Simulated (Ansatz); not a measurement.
Energy landscape near a GaCo structure

Computed with Ansatz, DFT PBE, scalar-relativistic, plane waves, PAW.

Settings: cutoff 420 eV, Γ-centred mesh 14×14×14 on the computed 2-atom cell, Gaussian smearing of 0.10 eV; collinear spin from starting moments -0.01 0.16 μB.

Reference cell:

```
Ga Co
1.0
     2.87800    0.00000    0.00000
     0.00000    2.87800    0.00000
     0.00000    0.00000    2.87800
Ga Co
1 1
Direct
  0.50000 0.50000 0.50000
  0.00000 0.00000 0.00000
```

Each variant moves atoms of this cell by the vectors given, if any (Å), and then applies a symmetric strain (tensor components, Cartesian axes). The reference cell isn't relaxed at this level. Energies are per atom at zero smearing, counted from the lowest variant. Pressure is positive in compression.

1. strain (xx yy zz yz xz xy, %) 1.87 1.87 1.87 0.00 0.00 0.00
2. strain (xx yy zz yz xz xy, %) -2.72 -2.72 -2.72 0.00 0.00 0.00
3. strain (xx yy zz yz xz xy, %) -1.79 -1.79 -1.79 0.00 0.00 0.00

| result | ΔE (meV/atom) | P (GPa) |
| --- | --- | --- |
| A | 6.4 | 11.72 |
| B | 36.2 | 18.70 |
| C | 0.0 | -7.95 |

Problem. Which variant gave which result?

Solution. A is 3, B is 2, C is 1. The pressure falls as the cell grows: from the smallest volume to the largest the variants are 2, 3, 1.

Cost: 3 runs of about 1.1 core-minutes in all, on Arm Neoverse V1 (shared hosts).